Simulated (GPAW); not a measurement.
Runs of GPAW 26.7.0 on Ni. It takes space group P6_3/mmc (No. 194, hexagonal). The conventional cell has a = 2.448 Å, b = 2.448 Å, c = 4.073 Å, α = 90.00°, β = 90.00°, γ = 120.00°. Around Ni (site symmetry -6m2) lie 12 Ni at 2.45 to 2.48 Å. This isn't the form of Ni at room conditions, which is fcc.

```csv
task,level,potentials or basis,cell,k mesh,smearing,optimizer,fmax,max steps,band path,band points,mesh quality,gap on the mesh (eV),pressure (GPa),moment (μB)
relaxation of cell and atoms,PW91,"PAW data sets generated in the run's folder for this functional, pw",relaxed,8 × 8 × 4,fermi-dirac 0.05 eV,FIRE,0.02 eV/Å,100,-,-,coarse,none,0.3,1.24
band structure,mBEEF,"GPAW PAW data sets (gpaw-data 1.2.1), pw",as given,8 × 8 × 4,fermi-dirac 0.05 eV,-,-,-,"GMKGALHA,LM,KH",100,coarse,-,2.5,(a)
band structure,vdW-DF,"GPAW PAW data sets (gpaw-data 1.2.1), pw",as given,8 × 8 × 4,fermi-dirac 0.05 eV,-,-,-,"GMKGALHA,LM,KH",100,coarse,-,-,1.20
single point,LDA,"the program's PAW data sets (release 1.2.1) made for this functional, pw",as given,12 × 12 × 7,gaussian 0.1 eV,-,-,-,-,-,not flagged,none,-8.9,(b)
```

Alike in all rows: spin collinear, ferromagnetic start; cutoff (eV) 600.

Estimate the missing entries.

(a) 1.56; (b) 1.26.

Caveats: some runs use coarse meshes; the stock nickel data set gives pressures a few GPa off other programs; the PAW data sets were made with another functional, which shifts forces and pressure a little (some runs); each step starts from the last one's moments, so a moment once lost doesn't come back (some runs); later steps reuse the first step's grids (some runs).

A gap of «none» marks a metal or a gap under the smearing width.

Runs at the PBE level aren't shown here.
